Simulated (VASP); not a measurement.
## SrTiO3 (Tausonite): relaxation of cell and atoms with PBE

SrTiO3 (Tausonite):

```xyz
5
Lattice="3.9036 0.0000 0.0000 0.0000 3.9036 0.0000 0.0000 0.0000 3.9036" Properties=species:S:1:pos:R:3 pbc="T T T"
Sr    1.9518    1.9518    1.9518
Ti    0.0000    0.0000    0.0000
O     1.9518    0.0000    0.0000
O     0.0000    1.9518    0.0000
O     0.0000    0.0000    1.9518
```

* Program: VASP 6.6.1
* Task: relaxation of cell and atoms
* Functional: PBE
* Potentials or basis: VASP PAW PBE potentials, release 64 (Sr_sv, Ti_sv, O)
* Cutoff: 600 eV
* k mesh: 8 × 8 × 8
* Occupations: gaussian, width 0.03 eV
* Spin: no spin polarisation
* Target pressure: 5 GPa
* Further INCAR settings: ALGO = Normal; EDIFF = 1e-07; IBRION = 2; EDIFFG = -0.005; NSW = 90; ISIF = 3
* Target pressure: 5 GPa

The pressure after relaxing is 5.0 GPa. The band gap on the k mesh is 1.86 eV, indirect (least direct gap 2.21 eV).

Final structure:
```
Sr Ti O
1.0
     3.90359    0.00000    0.00000
     0.00000    3.90359    0.00000
     0.00000    0.00000    3.90359
Sr Ti O
1 1 3
Direct
  0.50000 0.50000 0.50000
  0.00000 0.00000 0.00000
  0.50000 0.00000 0.00000
  0.00000 0.50000 0.00000
  0.00000 0.00000 0.50000
```

Levels at points of the mesh, in eV from the valence-band top:
```
           k point  band 16  band 17  band 18  band 19  band 20  band 21  band 22  band 23  band 24
(0.00, 0.00, 0.00)    -1.17    -1.17    -0.36    -0.36    -0.36     1.86     1.86     1.86     4.31
(0.50, 0.00, 0.00)    -2.35    -2.35    -1.99    -0.73    -0.73     2.03     3.79     3.79     4.33
(0.50, 0.50, 0.00)    -2.86    -1.72    -1.57    -1.57    -0.09     3.79     3.79     4.25     5.30
(0.50, 0.50, 0.50)    -3.74    -3.74     0.00     0.00     0.00     4.47     4.47     4.47     6.95
```

Run time: 54 s on 1 thread of Intel(R) Xeon(R) Platinum 8259CL CPU @ 2.50GHz (Skylake/Cascade Lake), with other jobs on the host, peak memory 0.22 GiB.

Caveat: the relaxation stopped at its first step, so nothing moved; the cell is relaxed towards a set pressure, so the enthalpy falls and the energy may rise. A k mesh can miss the band edges.
